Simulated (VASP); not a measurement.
Input of a VASP 6.6.1 run:

The input INCAR:

```
PREC = Accurate ; ENCUT = 520
EDIFF = 1E-6 ; ISMEAR = 0
SIGMA = 0.015 ; LREAL = F
LASPH = T ; NELM = 60
ALGO = Normal ; ISIF = 2
LWAVE = F ; LCHARG = T
GGA = PE ; LELF = T
LVHAR = T
```

KPOINTS

```
Automatic mesh
0
Gamma
  6 6 8
```

File POSCAR:

```
SnO2
1.0
    4.7380000000      0.0000000000      0.0000000000
    0.0000000000      4.7380000000      0.0000000000
    0.0000000000      0.0000000000      3.1865000000
Sn O
2 4
Direct
    0.5000000000      0.5000000000      0.5000000000
    0.0000000000      0.0000000000      0.0000000000
    0.8071000000      0.1929000000      0.5000000000
    0.6929000000      0.6929000000      0.0000000000
    0.1929000000      0.8071000000      0.5000000000
    0.3071000000      0.3071000000      0.0000000000
```

Potentials or basis: VASP PAW PBE potentials, release 64 (Sn_d, O).

The run is started by

```console
$ cat potpaw_PBE.64/Sn_d/POTCAR potpaw_PBE.64/O/POTCAR > POTCAR
$ mpirun -np 1 vasp_std > vasp.out
```

(1) What does it give for the band gap on the k mesh?

(2) Estimate the largest force.

(3) Predict the pressure.

Results:

(1) 1.27 eV, direct.

(2) 0.294 eV/Å.

(3) 11.8 GPa.

Caveat: spin-orbit coupling is left out, which moves the levels of the heavy elements.
